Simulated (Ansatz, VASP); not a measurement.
## Cross-check of C62N between VASP and Ansatz

One calculation is typed for both programs; each brings its own data sets. How far apart do they land? The cell is taken from a series of runs on this material, whose earlier steps may have relaxed, scaled, displaced or heated it; both programs get it as it stands.

Main program and level: Ansatz 0.2.0; plane waves, with VASP 6.6.1 beside it; single point at PBE0.

## 1. The starting structure

The cell holds 63 atoms: 62 C and 1 N. Cell: a = 7.143 Å, b = 7.143 Å, c = 7.143 Å, α = 90.0°, β = 90.0°, γ = 90.0°. It derives from C (C (Fd-3m)). Nearest the centre at fractional (0.438, 0.438, 0.562): N63 at 0.92 Å, C26 at 1.92 Å, C12 at 1.93 Å, C41 at 1.93 Å, C22 at 2.08 Å, C59 at 2.08 Å, C37 at 2.09 Å, C28 at 2.61 Å. The cell carries charge −1.

## 2. Ansatz: single point, PBE0

Ansatz runs on its default PAW (the set named soft_2) files.

A single point gives forces, pressure and levels at one fixed geometry, so differences don't come from the geometry; what else differs is listed under the comparison.

Contents of input.yaml:

```yaml
crystal:
  lattice:
    - [7.14312472, 0.0, 0.0]
    - [0.0, 7.14312472, 0.0]
    - [0.0, 0.0, 7.14312472]
  atoms:
    - { symbol: C, position: [0.00040491751, -0.00105284967, 1.663887e-05] }
    - { symbol: C, position: [0.00168237531, 0.24932337968, 0.25083959699] }
    - { symbol: C, position: [0.25078106008, 0.00022479394, 0.25083961937] }
    - { symbol: C, position: [0.25067376845, 0.24921630804, 0.00103428478] }
    - { symbol: C, position: [0.1258283385, 0.12437083719, 0.12566999008] }
    - { symbol: C, position: [0.12754928253, 0.37567736434, 0.37689025198] }
    - { symbol: C, position: [0.37713500876, 0.12609158398, 0.37689040247] }
    - { symbol: C, position: [0.37633997823, 0.37488253768, 0.12602830282] }
    - { symbol: C, position: [0.00092467119, -0.00053332644, 0.49978086305] }
    - { symbol: C, position: [-0.00061261634, 0.24921624737, 0.74974766104] }
    - { symbol: C, position: [0.25067394365, -0.0020703283, 0.74974778642] }
    - { symbol: C, position: [0.25144862489, 0.2499909773, 0.50505453027] }
    - { symbol: C, position: [0.12435836259, 0.12290067905, 0.62525018909] }
    - { symbol: C, position: [0.12435751221, 0.37371403447, 0.87606380163] }
    - { symbol: C, position: [0.37517159036, 0.12289978885, 0.87606411221] }
    - { symbol: "N", position: [0.36382296594, 0.36236541626, 0.63659884768] }
    - { symbol: C, position: [0.00092437184, 0.49918339679, -0.00050201484] }
    - { symbol: C, position: [0.00024716653, 0.74894033229, 0.25002383827] }
    - { symbol: C, position: [0.25200837368, 0.50136422473, 0.25087949028] }
    - { symbol: C, position: [0.2507811239, 0.74812469307, -0.00126061627] }
    - { symbol: C, position: [0.12448442662, 0.62335100011, 0.12361354692] }
    - { symbol: C, position: [0.12448416726, 0.87535084259, 0.37561310476] }
    - { symbol: C, position: [0.36443789763, 0.63630562633, 0.36265851083] }
    - { symbol: C, position: [0.37622968691, 0.87539447322, 0.1235698385] }
    - { symbol: C, position: [0.0004877355, 0.49920134819, 0.49976254893] }
    - { symbol: C, position: [0.00168194026, 0.7481241538, 0.74964018761] }
    - { symbol: C, position: [0.25144817918, 0.49390948167, 0.7489740416] }
    - { symbol: C, position: [0.25200827448, 0.74808443616, 0.49760005133] }
    - { symbol: C, position: [0.12754920909, 0.62207358642, 0.62328683719] }
    - { symbol: C, position: [0.1258280504, 0.8732940356, 0.87459292882] }
    - { symbol: C, position: [0.37713475711, 0.62207361532, 0.87287301219] }
    - { symbol: C, position: [0.37633975799, 0.87293583139, 0.62408126217] }
    - { symbol: C, position: [0.50064115961, -0.00053366255, -0.00050187937] }
    - { symbol: C, position: [0.50282160529, 0.25055052718, 0.25087935888] }
    - { symbol: C, position: [0.75039820999, -0.00121058333, 0.2500241325] }
    - { symbol: C, position: [0.74958234051, 0.2493237563, -0.00126054749] }
    - { symbol: C, position: [0.62480877716, 0.12302673294, 0.12361374873] }
    - { symbol: C, position: [0.63776411582, 0.36297923437, 0.36265769758] }
    - { symbol: C, position: [0.87680873498, 0.12302626344, 0.3756133832] }
    - { symbol: C, position: [0.87685221471, 0.37477223491, 0.12356981851] }
    - { symbol: C, position: [0.50065904681, -0.00097017001, 0.49976251291] }
    - { symbol: C, position: [0.49536681567, 0.24999035258, 0.74897418299] }
    - { symbol: C, position: [0.74958209269, 0.00022419059, 0.74964019613] }
    - { symbol: C, position: [0.74954214981, 0.25055060353, 0.49760025003] }
    - { symbol: C, position: [0.62353121034, 0.12609133761, 0.62328689487] }
    - { symbol: C, position: [0.62353109431, 0.37567726181, 0.87287296371] }
    - { symbol: C, position: [0.87475180232, 0.12437053543, 0.87459310153] }
    - { symbol: C, position: [0.87439360943, 0.37488228347, 0.62408122397] }
    - { symbol: C, position: [0.50065915027, 0.49920162256, -6.534879e-05] }
    - { symbol: C, position: [0.4992703918, 0.74866491506, 0.25029911928] }
    - { symbol: C, position: [0.75012267891, 0.49781314722, 0.25029924685] }
    - { symbol: C, position: [0.75039753028, 0.748939686, 0.00017415997] }
    - { symbol: C, position: [0.62509315007, 0.62363563912, 0.1254568399] }
    - { symbol: C, position: [0.62509284597, 0.87350726931, 0.37532830025] }
    - { symbol: C, position: [0.87496513746, 0.62363531597, 0.37532848897] }
    - { symbol: C, position: [0.87518873663, 0.87373102017, 0.12523250631] }
    - { symbol: C, position: [0.50282072599, 0.74808453806, 0.74841357903] }
    - { symbol: C, position: [0.74954225574, 0.50136313955, 0.74841362716] }
    - { symbol: C, position: [0.75012244709, 0.74866468172, 0.5011500184] }
    - { symbol: C, position: [0.63776606693, 0.63630838807, 0.63598773109] }
    - { symbol: C, position: [0.62480821916, 0.87535043262, 0.87593756108] }
    - { symbol: C, position: [0.87680841061, 0.62335045357, 0.87593772759] }
    - { symbol: C, position: [0.87685197176, 0.87539418625, 0.62419159623] }
  host:
    repeats: [2, 2, 2]
    atoms:
      - { symbol: C, position: [0.0, 0.0, 0.0] }
      - { symbol: C, position: [0.0, 0.5, 0.5] }
      # ... 6 more atoms of the perfect host
total_charge: -1
basis:
  ecutwfc: 420
  xc_grid: 2
hamiltonian:
  xc: pbe0
kpoints:
  mp_grid: { grid: [1, 1, 1] }
magnetization:
  spin_polarized: true
  initial_magnetization: 2
  spin_locking: { lock_magnetization: hard }
scf:
  occupations: { method: fermi_dirac, width: 0.01 }
  max_iter: 100
  n_extra_bands: 16
  lower_state_search: "off"
output:
  forces: true
checkpoint:
  read: "../exc.ground.qm1_M2.run"
  write: "../exc0_qm1_M2.ground.l0.5.run"
  compress: false
  write_wavefunctions: false
  write_every: 100000
```

Started as:

```bash
ansatz run input.yaml --threads 4 --pin off --max-ram 11304MiB --backend cpu --events-out ev --progress --plain --runs-dir out
```

Log:

```text
Warning: the atoms were moved onto the symmetric positions of the space group found under crystal.symmetry.tolerance 1.0e-5 (fractional; no operation is sought that the atoms, as they stand in a round, miss by more than twice it, and no atom is moved by as much as it), and the run uses the moved positions. Before a round's move an operation carried an atom to 3.89e-5 Å from where it should land, the largest such dist [...]
[...]
Free energy (F): -15916.280742 eV
Frozen-core exchange: fock
Harris-Foulkes:  -15916.280742 eV  (|F-HF|=2.73e-10)
Internal energy: -15916.280742 eV  (E = F + TS)
E sigma→0 (E₀):  -15916.280742 eV
Fermi energy:    15.190274 (↑ 15.869628, ↓ 15.153145) eV
--- Per-component energies (eV) ---
  E_band       = 547.119639
  E_kinetic    = 5874.319554
  E_local      = -4184.844961  (includes V_loc(G=0)·N_el)
  E_nonlocal   = 1666.268880
  E_hartree    = 966.376187
  E_xc         = -2396.328175
  E_vxc        = -2972.813994  (∫ρ·V_xc dr)
  E_exx        = -688.223146  (= α·E_x^exact, valence–valence)
  E_paw        = -6287.551670  (= ΣΔE_a)
  E_vpaw       = -392.116980  (= ΣTr[D̂ρ^β])
  E_aug_tail   = 0.000656  (compensation charges beyond the density's cutoff)
  E_ewald      = -10865.210537
  E_core_change = -1.087532  (= ΣΔE_core)
  E_smearing   = -0.000000  (= −TS)
  E_closure    = 0.000001  (closes the sum)
  E_deformation_potential = -21.108035  (in the stress; not in F)
  Σ components = -15916.280742   (vs F -15916.280742, Δ=-1.82e-12)
--- Forces (eV/Å), atoms counted from 1 ---
  atom   1  C     -0.00993008    -0.00993008     0.00993008
  atom   2  C     -0.02622975    -0.01020134    -0.02013859
  atom   3  C     -0.01020134    -0.02622975    -0.02013859
  atom   4  C     -0.02393579    -0.02393579    -0.00345094
  atom   5  C      0.02854360     0.02854360    -0.00901019
  atom   6  C      0.03789437     0.01313316     0.00628548
  atom   7  C      0.01313316     0.03789437     0.00628548
  atom   8  C      0.00663894     0.00663894    -0.03079544
  atom   9  C     -0.06941512    -0.06941512     0.13111482
  atom  10  C      0.00345094    -0.02393579     0.02393579
  atom  11  C     -0.02393579     0.00345094     0.02393579
  atom  12  C     -0.06466954    -0.06466954     0.23931204
  atom  13  C      0.03822904     0.03822904    -0.13989377
  atom  14  C      0.03822904     0.13989377    -0.03822904
  atom  15  C      0.13989377     0.03822904    -0.03822904
  atom  16  N     -0.15897670    -0.15897670     0.15897670
  atom  17  C     -0.06941512    -0.13111482     0.06941512
  atom  18  C     -0.05894227    -0.01665881     0.01665881
  atom  19  C     -0.01978471    -0.21616623     0.01825754
  atom  20  C     -0.01020134     0.02013859     0.02622975
  atom  21  C      0.06158515     0.10928542    -0.00950523
  atom  22  C      0.06158515     0.00950523    -0.10928542
  atom  23  C      0.57849686    -0.09131488     0.09131488
  atom  24  C      0.13304644     0.05430307    -0.05430307
[...]
atom  56  C      0.05013144     0.05013144    -0.05013144
  atom  57  C     -0.21616623    -0.01825754     0.01978471
  atom  58  C     -0.01825754    -0.21616623     0.01978471
  atom  59  C      0.11903679     0.11903679     0.20406319
  atom  60  C     -0.09131488    -0.09131488    -0.57849686
  atom  61  C      0.10928542     0.00950523    -0.06158515
  atom  62  C      0.00950523     0.10928542    -0.06158515
  atom  63  C      0.05430307     0.05430307    -0.13304644
  max |Σ_I F_I| component: 1.84e-6 eV/Å
--- Band table (eV) ---
  k-point 0 ↑: bands = ["-11.7147", "-9.9953", "-9.2453", "-9.2453", "-9.1389", "-9.1389", "-8.8233", "-7.7931", "-6.9301", "-6.9301", "-6.8946", "-6.8946", "-6.8360", "-6.8360", "-6.8016", "-6.7006", "-6.6474", "-6.6474", "-6.1172", "-5.6868", "-5.4066", "-5.4066", "-4.8155", "-2.7165", "-2.7165", "-2.6969", "-2.6467", "-2.5483", "-2.2335", "-2.2335", "-2.1289", "-2.1289", "-2.0464", "-1.8038", "-1.5592", "-1.5592", [...]
  k-point 0 ↓: bands = ["-11.6849", "-9.9791", "-9.2214", "-9.2214", "-9.0820", "-9.0820", "-8.7745", "-7.7740", "-6.9069", "-6.9069", "-6.8635", "-6.8635", "-6.7694", "-6.7642", "-6.7642", "-6.6875", "-6.5938", "-6.5938", "-6.0631", "-5.6654", "-5.3330", "-5.3330", "-4.6221", "-2.6961", "-2.6961", "-2.6715", "-2.6242", "-2.4593", "-2.2150", "-2.2150", "-2.0798", "-2.0798", "-2.0151", "-1.7589", "-1.5455", "-1.5455", [...]
  guard bands above this table: 15 of the run's 144 bands. The solve was not asked for them (output.publish_guard_bands: true or output.eigenvalues: true publishes all)
```

## 3. VASP: single point, PBE0

The same cell, functional, mesh and smearing now go to VASP, with its own data sets.

Lines of VASP's logs that name or quote its potential files are left out, and so is its time.

The run reads the wave functions of an earlier VASP run, which isn't shown here.

Contents of INCAR:

```
SYSTEM = C62N
PREC = Accurate
ENCUT = 520
EDIFF = 1E-06
NELM = 100
ISMEAR = -1
SIGMA = 0.01
LREAL = Auto
ALGO = Normal
LHFCALC = .TRUE.
AEXX = 0.25
GGA = PE
LASPH = .TRUE.
NELECT = 254
NBANDS = 171
ISPIN = 2
MAGMOM = 0 -0 -0 -0 0 0.01 0.01 0.01 0.01 -0 -0 -0 0 0 0 0.01 -0 -0.01 -0 0.02 0.02 0.27 0.02 -0 -0 -0 -0.01 0.01 0 0.01 0.01 0.01 -0.01 -0 -0 0.02 0.27 0.02 0.02 -0 -0 -0 -0.01 0.01 0.01 0 0.01 -0 -0.01 -0.01 -0 0.01 0.01 0.01 0 -0.01 -0.01 -0.01 0.27 0.02 0.02 0.02 0
PRECFOCK = Fast
LORBIT = 11
LWAVE = .FALSE.
LCHARG = .FALSE.
ISIF = 2
NUPDOWN = 2
```

Contents of POSCAR:

```
C62N
1.0
    7.1431247189      0.0000000000      0.0000000000
    0.0000000000      7.1431247189      0.0000000000
    0.0000000000      0.0000000000      7.1431247189
C N
62 1
Direct
    0.0004049175      0.9989471503      0.0000166389
    0.0016823753      0.2493233797      0.2508395970
    0.2507810601      0.0002247939      0.2508396194
    0.2506737684      0.2492163080      0.0010342848
    0.1258283385      0.1243708372      0.1256699901
    0.1275492825      0.3756773643      0.3768902520
    0.3771350088      0.1260915840      0.3768904025
    0.3763399782      0.3748825377      0.1260283028
    0.0009246712      0.9994666736      0.4997808631
    0.9993873837      0.2492162474      0.7497476610
    0.2506739437      0.9979296717      0.7497477864
    0.2514486249      0.2499909773      0.5050545303
    0.1243583626      0.1229006791      0.6252501891
    0.1243575122      0.3737140345      0.8760638016
    0.3751715904      0.1228997888      0.8760641122
    0.0009243718      0.4991833968      0.9994979852
    0.0002471665      0.7489403323      0.2500238383
    0.2520083737      0.5013642247      0.2508794903
    0.2507811239      0.7481246931      0.9987393837
    0.1244844266      0.6233510001      0.1236135469
    0.1244841673      0.8753508426      0.3756131048
    0.3644378976      0.6363056263      0.3626585108
    0.3762296869      0.8753944732      0.1235698385
    0.0004877355      0.4992013482      0.4997625489
    0.0016819403      0.7481241538      0.7496401876
    0.2514481792      0.4939094817      0.7489740416
    0.2520082745      0.7480844362      0.4976000513
    0.1275492091      0.6220735864      0.6232868372
    0.1258280504      0.8732940356      0.8745929288
    0.3771347571      0.6220736153      0.8728730122
    0.3763397580      0.8729358314      0.6240812622
    0.5006411596      0.9994663374      0.9994981206
    0.5028216053      0.2505505272      0.2508793589
    0.7503982100      0.9987894167      0.2500241325
    0.7495823405      0.2493237563      0.9987394525
    0.6248087772      0.1230267329      0.1236137487
    0.6377641158      0.3629792344      0.3626576976
    0.8768087350      0.1230262634      0.3756133832
    0.8768522147      0.3747722349      0.1235698185
    0.5006590468      0.9990298300      0.4997625129
    0.4953668157      0.2499903526      0.7489741830
    0.7495820927      0.0002241906      0.7496401961
    0.7495421498      0.2505506035      0.4976002500
    0.6235312103      0.1260913376      0.6232868949
    0.6235310943      0.3756772618      0.8728729637
    0.8747518023      0.1243705354      0.8745931015
    0.8743936094      0.3748822835      0.6240812240
    0.5006591503      0.4992016226      0.9999346512
    0.4992703918      0.7486649151      0.2502991193
    0.7501226789      0.4978131472      0.2502992469
    0.7503975303      0.7489396860      0.0001741600
    0.6250931501      0.6236356391      0.1254568399
    0.6250928460      0.8735072693      0.3753283003
    0.8749651375      0.6236353160      0.3753284890
    0.8751887366      0.8737310202      0.1252325063
    0.5028207260      0.7480845381      0.7484135790
    0.7495422557      0.5013631396      0.7484136272
    0.7501224471      0.7486646817      0.5011500184
    0.6377660669      0.6363083881      0.6359877311
    0.6248082192      0.8753504326      0.8759375611
    0.8768084106      0.6233504536      0.8759377276
    0.8768519718      0.8753941862      0.6241915962
    0.3638229659      0.3623654163      0.6365988477
```

Contents of KPOINTS:

```
Automatic mesh
0
Gamma
1 1 1
0 0 0
```

The projector-augmented-wave data sets are C and N (PBE family, release 64).

Started as:

```bash
export OMP_NUM_THREADS=3
mpirun -np 1 vasp_gam
```

Log:

```text
[banner, memory and clock lines left out]
running    1 mpi-ranks, on    1 nodes
[...]
Offloading initialized ...    1 GPUs detected
[...]
LDA part: xc-table for (Slater+PW92), standard interpolation
 found WAVECAR, reading the header
 POSCAR, INCAR and KPOINTS ok, starting setup
[...]
reading WAVECAR
 the WAVECAR file was read successfully
 initial charge from wavefunction
 entering main loop
       N       E                     dE             d eps       ncg     rms          rms(c)
DAV:   1    -0.677916414105E+03   -0.67792E+03   -0.83446E+00   728   0.773E+00    0.409E+00
DAV:   2    -0.677959932090E+03   -0.43518E-01   -0.18097E-01   792   0.999E-01    0.249E+00
DAV:   3    -0.677943177323E+03    0.16755E-01   -0.20182E-02   808   0.347E-01    0.136E+00
DAV:   4    -0.677938319920E+03    0.48574E-02   -0.62112E-03   800   0.196E-01    0.721E-01
[...]
DAV:   9    -0.677936480279E+03    0.90767E-05   -0.46451E-06   744   0.655E-03    0.345E-02
DAV:  10    -0.677936478030E+03    0.22483E-05   -0.14936E-06   464   0.383E-03    0.189E-02
DAV:  11    -0.677936477728E+03    0.30269E-06   -0.47002E-07   421   0.230E-03
   1 F= -.67793648E+03 E0= -.67793648E+03  d E =-.176296E-13  mag=     2.0000
```

Parts of OUTCAR (step 3):

```text
  FREE ENERGIE OF THE ION-ELECTRON SYSTEM (eV)
  ---------------------------------------------------
  free  energy   TOTEN  =      -677.9364777275 eV

  energy  without entropy=     -677.9364777275  energy(sigma->0) =     -677.93647773

 magnetization (x)
# of ion       s       p       d       tot
------------------------------------------
    1       -0.000   0.001   0.000   0.001
    2       -0.000  -0.002   0.000  -0.002
    3       -0.000  -0.002   0.000  -0.002
    4       -0.000  -0.001   0.000  -0.002
    5        0.000   0.002   0.000   0.002
    6        0.001   0.006   0.000   0.007
    7        0.001   0.006   0.000   0.007
    8        0.001   0.011   0.000   0.011
    9       -0.000   0.011   0.000   0.011
   10       -0.000  -0.001   0.000  -0.002
   11       -0.000  -0.001   0.000  -0.002
   12       -0.000  -0.000   0.000  -0.000
   13        0.000   0.003   0.000   0.004
[...]
--------------------------------------------------
tot          0.131   1.165   0.000   1.296

[... 1 further part left out ...]
```

The run ends at a pressure of -0.69 GPa, with forces up to 0.59 eV/Å.

## 4. Side by side

Known differences besides the potentials themselves: exact exchange at q = 0 is treated differently, which shows on coarse meshes; VASP keeps PBE cores, Ansatz makes them for the functional; the cutoff is 420 eV in Ansatz and 520 eV in VASP (PREC = Accurate, projectors in real space); VASP takes a coarser grid for exact exchange (PRECFOCK = Fast); site moments are counted in spheres of each program's own size. Total energies have different zeros and are not compared.

Both answers:

```tsv
quantity	Ansatz	VASP	difference
total moment, fixed by the input (μB)	2.00	2.00	0.00
moment on C22 (μB)	0.27	0.35	-0.09
moment on C37 (μB)	0.27	0.35	-0.09
moment on C59 (μB)	0.27	0.35	-0.09
```

Forces on 10 of the 63 atoms, those with the largest forces and the largest differences (eV/Å; atoms numbered as in POSCAR):

```tsv
atom	Ansatz x, y, z	VASP x, y, z
C12	-0.065, -0.065, 0.239	-0.065, -0.065, 0.214
C22	0.578, -0.091, 0.091	0.574, -0.096, 0.096
C26	-0.065, -0.239, 0.065	-0.065, -0.214, 0.065
C37	-0.091, 0.578, 0.091	-0.096, 0.574, 0.096
C41	-0.239, -0.065, 0.065	-0.214, -0.065, 0.065
C49	-0.204, 0.119, -0.119	-0.190, 0.112, -0.112
C50	0.119, -0.204, -0.119	0.112, -0.190, -0.112
C58	0.119, 0.119, 0.204	0.112, 0.112, 0.190
C59	-0.091, -0.091, -0.578	-0.096, -0.096, -0.574
N63	-0.159, -0.159, 0.159	-0.151, -0.151, 0.151
```

The forces differ by 5.7 meV/Å r.m.s., which is 5.4 % of the r.m.s. force of 0.107 eV/Å (both taken over all components). The cell carries a charge of -1 e against a uniform background, so its pressure also hangs on how the neutralising background is counted, and in a defect's cell a gap may be the spacing between its levels.

## 5. Results

```json
{
 "r.m.s. force difference (single point, PBE0)": "5.7 meV/Å"
}
```

**Reading.** The r.m.s. force difference is 5.7 meV/Å (single point, PBE0), within the 12 meV/Å picked in this series as the mark of a large difference. How closely two codes agree says nothing of how well the functional describes the real material.

[Lines on the potential files, build, host, timing and source positions are cut from VASP's logs without a mark.]

[Logs are printed without paths, hosts, clocks, repeated set-up lines and the standing remarks that a program may print on its own settings, such as how far it seeks lower states.]

[Hosts, paths, dates, database ids (printed as entryN), source tags and the programs' standing remarks are cut or masked in the printed files.]
